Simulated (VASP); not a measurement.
# Gap, carriers and strain in BiSb (Pm-3m), part 2 of 3

Aim: the gap of BiSb, the masses at its band edges and their response to strain. The cell is generated by rule, not measured, and may not be a known phase.

VASP 6.6.1, plane waves and PAW; the level of theory is named at each step.

Still holding for the runs below: The k-mesh is coarse for a metal.

So far. Step 3 (Bands on a dense mesh): Of the bands kept, 5 cross the Fermi level on this path.

The structure was built from a prototype and need not be the compound's stable phase.

### 4. Bands with spin-orbit coupling

This step: LDA, spin-orbit coupling; plane waves and PAW (Sb, Bi_d); invented cell (VASP 6.6.1).

Spin-orbit coupling can split and shift the band edges, more so for heavy elements, so the bands are solved again with spinors.

INCAR

```
SYSTEM = BiSb
PREC = Accurate
ENCUT = 400
EDIFF = 1E-06
NELM = 100
ISMEAR = 0
SIGMA = 0.02
LREAL = .FALSE.
ALGO = Normal
GGA = CA
LNONCOLLINEAR = .TRUE.
MAGMOM = 0 0 0 0 0 0
NBANDS = 32
GGA_COMPAT = .FALSE.
LASPH = .TRUE.
LSORBIT = .TRUE.
LORBIT = 11
LWAVE = .FALSE.
LCHARG = .FALSE.
KPAR = 4
ISIF = 2
```

POSCAR

```
BiSb
1.0
    3.8191700000      0.0000000000      0.0000000000
    0.0000000000      3.8191700000      0.0000000000
    0.0000000000      0.0000000000      3.8191700000
Sb Bi
1 1
Direct
    0.0000000000      0.0000000000      0.0000000000
    0.5000000000      0.5000000000      0.5000000000
```

KPOINTS

```
Automatic mesh
0
Gamma
8 8 8
0 0 0
```

KPOINTS_OPT

```
Line mode
16
Line-mode
Reciprocal
  0.00000000   0.00000000   0.00000000 GAMMA
  0.00000000   0.50000000   0.00000000 X

  0.00000000   0.50000000   0.00000000 X
  0.50000000   0.50000000   0.00000000 M

  0.50000000   0.50000000   0.00000000 M
  0.00000000   0.00000000   0.00000000 GAMMA

  0.00000000   0.00000000   0.00000000 GAMMA
  0.50000000   0.50000000   0.50000000 R

  0.50000000   0.50000000   0.50000000 R
  0.00000000   0.50000000   0.00000000 X

  0.50000000   0.50000000   0.00000000 M
  0.50000000   0.50000000   0.50000000 R
```

Potentials, in the order of the species: Sb and Bi_d (LDA family, release 64).

The run is started by

```sh
> mpirun -np 4 vasp_ncl
```

What it wrote:

```text
[... set-up lines as in an earlier step ...]
 entering main loop
       N       E                     dE             d eps       ncg     rms          rms(c)
DAV:   1     0.180123716104E+03    0.18012E+03   -0.79511E+03  2240   0.108E+03
DAV:   2     0.770791019149E+01   -0.17242E+03   -0.16746E+03  2344   0.343E+02
DAV:   3    -0.931745844191E+01   -0.17025E+02   -0.16739E+02  2776   0.121E+02
DAV:   4    -0.993731833684E+01   -0.61986E+00   -0.61851E+00  2744   0.255E+01
DAV:   5    -0.996408932051E+01   -0.26771E-01   -0.26769E-01  3184   0.491E+00    0.218E+00
DAV:   6    -0.995607039054E+01    0.80189E-02   -0.17499E-02  3120   0.122E+00    0.126E+00
DAV:   7    -0.995403164857E+01    0.20387E-02   -0.36598E-03  3120   0.411E-01    0.782E-01
DAV:   8    -0.995334132605E+01    0.69032E-03   -0.56180E-04  3160   0.169E-01    0.979E-02
DAV:   9    -0.995329950946E+01    0.41817E-04   -0.10068E-04  2920   0.118E-01    0.113E-02
DAV:  10    -0.995329995760E+01   -0.44814E-06   -0.86225E-06  2688   0.296E-02
   1 F= -.99533000E+01 E0= -.99531098E+01  d E =-.380321E-03  mag=    -0.0000    -0.0000    -0.0000
 Start KPOINTS_OPT (optional k-point list driver)
k-point batch [1-35\96]
       N       E                     dE             ncg
DAV:   1     0.285765767671E+04   -0.91872E+04     2240
DAV:   2    -0.322014912816E+04   -0.60778E+04     2352
DAV:   3    -0.383469688354E+04   -0.61455E+03     2648
DAV:   4    -0.385876805430E+04   -0.24071E+02     2736
DAV:   5    -0.385981902656E+04   -0.10510E+01     3208
DAV:   6    -0.385984354308E+04   -0.24517E-01     3104
DAV:   7    -0.385984421206E+04   -0.66898E-03     3296
DAV:   8    -0.385984422119E+04   -0.91359E-05     2824
DAV:   9    -0.385984422142E+04   -0.23136E-06     1816
[...]
k-point batch [71-96\96]
       N       E                     dE             ncg
DAV:   1     0.798953663046E+04   -0.13369E+05     1664
DAV:   2     0.358584377664E+04   -0.44037E+04     1792
DAV:   3     0.317554647663E+04   -0.41030E+03     2008
DAV:   4     0.316040434742E+04   -0.15142E+02     2168
DAV:   5     0.315988349781E+04   -0.52085E+00     2248
DAV:   6     0.315986848760E+04   -0.15010E-01     2480
DAV:   7     0.315986828819E+04   -0.19941E-03     2240
DAV:   8     0.315986828250E+04   -0.56937E-05     2208
DAV:   9     0.315986828236E+04   -0.13591E-06     1296
```

Wall time 28 s (4 MPI ranks of Intel Xeon 6975P-C (Granite Rapids), shared host); peak memory 1.1 GiB; 1.8 min of CPU time.

OUTCAR, selected parts (step 4):

```text
The static configuration has the point symmetry O_h .

 Found     35 irreducible k-points:

   k-points           NKPTS =     35   k-points in BZ     NKDIM =     35   number of bands    NBANDS=     32

   NELECT =      20.0000    total number of electrons

 E-fermi :   8.3841

 k-point     1 :       0.0000    0.0000    0.0000
  band No.  band energies     occupation
    ...
     16       5.5627      1.00000
     17       6.9148      1.00000
     18       6.9148      1.00000
     19       6.9148      1.00000
     20       6.9148      1.00000
     21      11.7986      0.00000
     22      11.7986      0.00000
     23      11.7986      0.00000
     24      11.7986      0.00000
     25      12.3425      0.00000
    ...

 k-point     2 :       0.1250    0.0000    0.0000
  band No.  band energies     occupation
    ...
     16       5.6674      1.00000
     17       6.8608      1.00000
     18       6.8608      1.00000
     19       7.1012      1.00000
     20       7.1012      1.00000
     21      11.8157      0.00000
     22      11.8157      0.00000
     23      11.9242      0.00000
     24      11.9242      0.00000
     25      12.7490      0.00000
    ...

  Total       -0.0168203     -0.0168203     -0.0168203      0.0000000      0.0000000     -0.0000000
  in kB       -0.4837673     -0.4837673     -0.4837673      0.0000000      0.0000000     -0.0000000
  external PRESSURE =      -0.4837673 kB  Pullay stress =       0.0000000 kB

  FREE ENERGIE OF THE ION-ELECTRON SYSTEM (eV)
  ---------------------------------------------------
  free  energy   TOTEN  =        -9.9532999576 eV

  energy  without entropy=       -9.9529196369  energy(sigma->0) =       -9.95310980

 Spin-Orbit-Coupling matrix elements
 Ion:    1  E_soc:     -0.1551606
 Ion:    2  E_soc:     -1.6587675

 total charge
# of ion       s       p       d       tot
------------------------------------------
    1        1.248   1.110   0.035   2.393
    2        1.557   1.276   9.934  12.767
--------------------------------------------------
tot          2.805   2.385   9.969  15.160

 magnetization (x)
# of ion       s       p       d       tot
------------------------------------------
    1        0.000   0.000   0.000   0.000
    2       -0.000  -0.000   0.000  -0.000
--------------------------------------------------
tot         -0.000  -0.000   0.000  -0.000

 magnetization (y)
# of ion       s       p       d       tot
------------------------------------------
    1       -0.000   0.000   0.000  -0.000
    2        0.000   0.000  -0.000   0.000
--------------------------------------------------
tot          0.000   0.000  -0.000   0.000

 magnetization (z)
# of ion       s       p       d       tot
------------------------------------------
    1       -0.000  -0.000   0.000  -0.000
    2        0.000   0.000   0.000   0.000
--------------------------------------------------
tot          0.000   0.000   0.000   0.000

[... 8 parts as in an earlier step ...]

[... 5 further parts left out ...]
```

Numbers from this step:

| Quantity | Value |
| --- | --- |
| bands | 32 |
| irreducible k-points | 35 |
| free energy (TOTEN) | -9.953 eV |
| energy at zero smearing | -9.953 eV |
| Fermi energy | 8.384 eV |
| pressure | -0.04838 GPa |

The spin moment in the PAW sphere vanishes on all atoms.

On-site spin-orbit energy by atom:

| atom | on-site spin-orbit energy (eV) |
| --- | --- |
| Sb1 | -0.16 |
| Bi2 | -1.66 |

Electronic bands along the path, in eV, zero at the Fermi level; # counts the bands kept, so #1 is VASP's band 13:

| point | #7 | #8 | #9 | #10 | #11 | #12 | #13 | #14 |
| --- | --- | --- | --- | --- | --- | --- | --- | --- |
| Γ | -1.47 | -1.47 | 3.41 | 3.41 | 3.41 | 3.41 | 3.96 | 3.96 |
| 0.47 of the way | -0.83 | -0.83 | 2.35 | 2.35 | 3.85 | 3.85 | 4.04 | 4.04 |
| X | 0.58 | 0.58 | 0.98 | 0.98 | 1.07 | 1.07 | 1.73 | 1.73 |
| 0.47 of the way | 1.04 | 1.04 | 1.05 | 1.05 | 2.72 | 2.72 | 2.83 | 2.83 |
| M | 1.46 | 1.46 | 1.65 | 1.65 | 3.90 | 3.90 | 4.07 | 4.07 |
| 0.47 of the way | -0.42 | -0.42 | 0.99 | 0.99 | 2.94 | 2.94 | 4.79 | 4.79 |
| Γ | -1.47 | -1.47 | 3.41 | 3.41 | 3.41 | 3.41 | 3.96 | 3.96 |
| 0.47 of the way | -0.95 | -0.95 | 1.78 | 1.78 | 2.69 | 2.69 | 3.19 | 3.19 |
| R | -2.35 | -2.35 | -2.35 | -2.35 | -2.10 | -2.10 | -2.10 | -2.10 |
| 0.47 of the way | -1.49 | -1.49 | -1.43 | -1.43 | 2.30 | 2.30 | 2.76 | 2.76 |
| X | 0.58 | 0.58 | 0.98 | 0.98 | 1.07 | 1.07 | 1.73 | 1.73 |
| jump to M | 1.46 | 1.46 | 1.65 | 1.65 | 3.90 | 3.90 | 4.07 | 4.07 |
| 0.53 of the way | -1.16 | -1.16 | -1.07 | -1.07 | 0.53 | 0.53 | 0.73 | 0.73 |
| R | -2.35 | -2.35 | -2.35 | -2.35 | -2.10 | -2.10 | -2.10 | -2.10 |

Of the projections kept (Sb, Bi), the largest for each band there; the rest of the weight can lie on other orbitals:

| point | #7 | #8 | #9 | #10 | #11 | #12 | #13 | #14 |
| --- | --- | --- | --- | --- | --- | --- | --- | --- |
| Γ | Sb 0.51 | Sb 0.51 | Sb 0.52 | Sb 0.52 | Sb 0.52 | Sb 0.52 | Sb 0.51 | Sb 0.51 |
| X | Sb 0.91 | Sb 0.91 | Bi 0.79 | Bi 0.79 | Sb 0.93 | Sb 0.93 | Bi 0.94 | Bi 0.94 |
| M | Sb 0.99 | Sb 0.99 | Bi 0.90 | Bi 0.90 | Bi 0.64 | Bi 0.64 | Bi 0.55 | Bi 0.55 |
| Γ | Sb 0.51 | Sb 0.51 | Sb 0.52 | Sb 0.52 | Sb 0.52 | Sb 0.52 | Sb 0.51 | Sb 0.51 |
| R | Sb 0.89 | Sb 0.89 | Sb 0.89 | Sb 0.89 | Bi 0.94 | Bi 0.94 | Bi 0.94 | Bi 0.94 |
| X | Sb 0.91 | Sb 0.91 | Bi 0.79 | Bi 0.79 | Sb 0.93 | Sb 0.93 | Bi 0.94 | Bi 0.94 |

### 5. Orbitals for bands with HSE06

This step: PBE; plane waves and PAW (Sb, Bi_d); invented cell (VASP 6.6.1).

The hybrid starts from PBE orbitals, which saves many expensive cycles.

INCAR

```
SYSTEM = BiSb
PREC = Accurate
ENCUT = 400
EDIFF = 1E-05
NELM = 100
ISMEAR = 0
SIGMA = 0.02
LREAL = .FALSE.
ALGO = Normal
GGA = PE
NBANDS = 16
LORBIT = 11
LWAVE = .TRUE.
LCHARG = .FALSE.
KPAR = 4
```

POSCAR is that of step 4.

KPOINTS

```
Automatic mesh
0
Gamma
4 4 4
0 0 0
```

The run is started by

```sh
> mpirun -np 4 vasp_std
```

What it wrote:

```text
[banner, memory and clock lines left out]
running    4 mpi-ranks, on    1 nodes
 distrk:  each k-point on    1 cores,    4 groups
 distr:  one band on    1 cores,    1 groups

 POSCAR found type information on POSCAR SbBi
 POSCAR found :  2 types and       2 ions
|                                                                             |
|               ----> ADVICE to this user running VASP <----                  |
|                                                                             |
|     You enforced a specific xc type in the INCAR file but a different       |
|     [... a line on the potential file left out ...]
|     I HOPE YOU KNOW WHAT YOU ARE DOING!                                     |
|                                                                             |

 LDA part: xc-table for (Slater+PW92), standard interpolation
 POSCAR, INCAR and KPOINTS ok, starting setup
 FFT: planning ... GRIDC
 FFT: planning ... GRID_SOFT
 FFT: planning ... GRID
 WAVECAR not read
 entering main loop
       N       E                     dE             d eps       ncg     rms          rms(c)
DAV:   1     0.139640439119E+03    0.13964E+03   -0.86340E+03   320   0.105E+03
DAV:   2     0.103297029837E+01   -0.13861E+03   -0.13630E+03   376   0.308E+02
DAV:   3    -0.754029476206E+01   -0.85733E+01   -0.85394E+01   376   0.831E+01
DAV:   4    -0.774634803061E+01   -0.20605E+00   -0.20601E+00   432   0.145E+01
DAV:   5    -0.775521797132E+01   -0.88699E-02   -0.88699E-02   456   0.248E+00    0.218E+00
DAV:   6    -0.774541779716E+01    0.98002E-02   -0.25670E-02   456   0.906E-01    0.126E+00
DAV:   7    -0.774466841685E+01    0.74938E-03   -0.11833E-02   408   0.659E-01    0.235E-01
DAV:   8    -0.774466048027E+01    0.79366E-05   -0.13987E-03   392   0.321E-01    0.311E-02
DAV:   9    -0.774467559668E+01   -0.15116E-04   -0.10329E-04   448   0.923E-02    0.301E-02
DAV:  10    -0.774467317576E+01    0.24209E-05   -0.45620E-06   288   0.196E-02
   1 F= -.77446732E+01 E0= -.77446732E+01  d E =-.136095E-32
 writing wavefunctions
```

Wall time 1.8 s (4 MPI ranks); peak memory 0.56 GiB.

From OUTCAR (step 5):

```text
   k-points           NKPTS =     10   k-points in BZ     NKDIM =     10   number of bands    NBANDS=     16

   NELECT =      20.0000    total number of electrons

 E-fermi :   8.4214

 k-point     1 :       0.0000    0.0000    0.0000
  band No.  band energies     occupation
    ...
      6      -4.7496      2.00000
      7       2.0487      2.00000
      8       6.8296      2.00000
      9       6.8296      2.00000
     10       6.8296      2.00000
     11      12.0123      0.00000
     12      12.0123      0.00000
     13      14.4161      0.00000
     14      14.4161      0.00000
     15      14.4161      0.00000
    ...

  Total        1.2129628      1.2129628      1.2129628     -0.0000000     -0.0000000      0.0000000
  in kB       34.8859937     34.8859937     34.8859937     -0.0000000     -0.0000000      0.0000000
  external PRESSURE =      34.8859937 kB  Pullay stress =       0.0000000 kB

  FREE ENERGIE OF THE ION-ELECTRON SYSTEM (eV)
  ---------------------------------------------------
  free  energy   TOTEN  =        -7.7446731758 eV

  energy  without entropy=       -7.7446731758  energy(sigma->0) =       -7.74467318

[... 7 parts as in an earlier step ...]

[... 10 further parts left out ...]
```

The PAW data sets were made with LDA, a small mismatch for this functional.

This step gave:

| Item | Value |
| --- | --- |
| bands | 16 |
| irreducible k-points | 10 |
| free energy (TOTEN) | -7.745 eV |
| Fermi energy | 8.421 eV |
| pressure | 3.489 GPa |

[end of part 2 of 3]

[Lines on the potential files, build, host, timing and source positions are cut from VASP's logs without a mark.]

[Logs are printed without paths, hosts, clocks, repeated set-up lines and the standing remarks that a program may print on its own settings, such as how far it seeks lower states.]

[Hosts, paths, dates, database ids (printed as entryN), source tags and the programs' standing remarks are cut or masked in the printed files.]

[In band tables of VASP the shares of atoms and orbitals are scaled to a sum of 1 inside the atoms' spheres.]

[Gaps and slopes under strain along one axis are those of the sampled path and mesh points; where strain splits equal valleys, another of them can be the edge.]
